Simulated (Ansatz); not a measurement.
**Convergence study of the plane-wave cutoff for RuO₂ (Cmm2, 6 atoms in the cell)**

```
CELL_PARAMETERS angstrom
      4.50347     0.00000     0.00000
      0.00000     4.50347     0.00000
      0.00000     0.00000     3.11933
ATOMIC_POSITIONS crystal
  Ru 0.00000 0.00000 0.01603
  Ru 0.50000 0.50000 0.50000
  O  0.30600 0.30600 0.00000
  O  0.80600 0.19400 0.50000
  O  0.19400 0.80600 0.50000
  O  0.69400 0.69400 0.00000
```

Level of theory: PBEsol, default PAW files made with PBE (plane waves; Ansatz, an electronic-structure program).

Base settings: basis.ecutwfc = 420 eV; kpoints.mp_grid.grid = 5 5 8; hamiltonian.xc = pbesol; hamiltonian.pseudopotentials = {kind: paw} (the program's default PAW files); scf.occupations.method = gaussian; scf.occupations.width = 0.1 eV.

The second cell is the first with its lattice scaled by 0.98.

The mesh stays at the base's, so the ladder's end is converged at best in this setting alone.

The first pressure column holds Ansatz's estimate of the finite-basis (Pulay) stress, which hides part of the cutoff error; the other is without it.

Only quantities that move along the ladder and can be compared are tabulated.

The count of work is k-points × plane waves × bands × iterations; it is no time. 

The starting cell has typed, rounded lattice constants, without a prior relaxation at this level. Its lattice was rescaled by up to half a per cent. One atom was moved a little off its site on purpose. Spin polarisation is off. In the base run, with a pressure of about -7 GPa the cell is away from its equilibrium volume at this level. In the base run, forces exceed 1 eV/Å.

| basis.ecutwfc | free energy less the last step's (meV/atom) | energy of the compressed cell less the first (meV/atom) | pressure (GPa) | pressure without the Pulay estimate (GPa) | largest difference of a force vector from the last step's (eV/Å) | count of work / last |
|---|---|---|---|---|---|---|
| 145 eV | 33405.13 | 164.81 | 50.85 | -1224.80 | 2.194 | 0.070 |
| 170 eV | 16630.90 | 295.16 | 73.19 | -759.44 | 1.334 | 0.080 |
| 190 eV | 9197.18 | 191.28 | 33.17 | -492.07 | 1.807 | 0.10 |
| 210 eV | 5129.01 | 52.35 | -7.53 | -318.82 | 1.161 | 0.11 |
| 230 eV | 2923.61 | -20.82 | -18.87 | -208.28 | 0.392 | 0.12 |
| 250 eV | 1669.56 | -30.65 | -13.94 | -135.56 | 0.099 | 0.14 |
| 295 eV | 436.19 | -0.80 | -9.67 | -49.18 | 0.087 | 0.16 |
| 335 eV | 121.58 | 5.95 | -7.01 | -20.94 | 0.028 | 0.19 |
| 380 eV | 24.80 | 7.27 | -6.70 | -10.18 | 0.005 | 0.23 |
| 420 eV | 6.03 | 7.06 | -6.73 | -7.57 | 0.001 | 0.27 |
| 460 eV | 2.17 | 7.03 | -6.73 | -6.90 | 0.001 | 0.31 |
| 505 eV | 1.47 | 7.01 | -6.73 | -6.77 | 0.001 | 0.35 |
| 565 eV | 1.15 | 6.97 | -6.74 | -6.77 | 0.000 | 0.42 |
| 630 eV | 0.83 | 6.96 | -6.74 | -6.77 | 0.000 | 0.49 |
| 735 eV | 0.59 | 6.96 | -6.74 | -6.76 | 0.000 | 0.62 |
| 840 eV | 0.33 | 6.96 | -6.74 | -6.77 | 0.000 | 0.76 |
| 1010 eV | 0.00 | 6.95 | -6.75 | -6.75 | 0.000 | 1.0 |

Coarsest basis.ecutwfc that holds the pressure without the Pulay estimate within 0.2 GPa of the last step, with all finer ones: 460 eV, at 0.31 of the last step's count of work; the step before is off by 0.82 GPa.

Coarsest basis.ecutwfc that holds the pressure within 0.5 GPa of the last step, with all finer ones: 335 eV, at 0.19 of the last step's count of work; the step before is off by 2.9 GPa.

Coarsest basis.ecutwfc that holds the free energy within 5 meV/atom of the last step, with all finer ones: 460 eV, at 0.31 of the last step's count of work; the step before is off by 6.0 meV/atom.

The energy difference between the two cells stays within 1 meV/atom of the last step's from 380 eV on, the total only from 630 eV on: much of the error is common to both cells and cancels.

At the lowest cutoff the pressure without the Pulay estimate lies 1220 GPa under the last step's, the usual sign of Pulay stress in an incomplete plane-wave basis.

Keys are those of Ansatz 0.2.
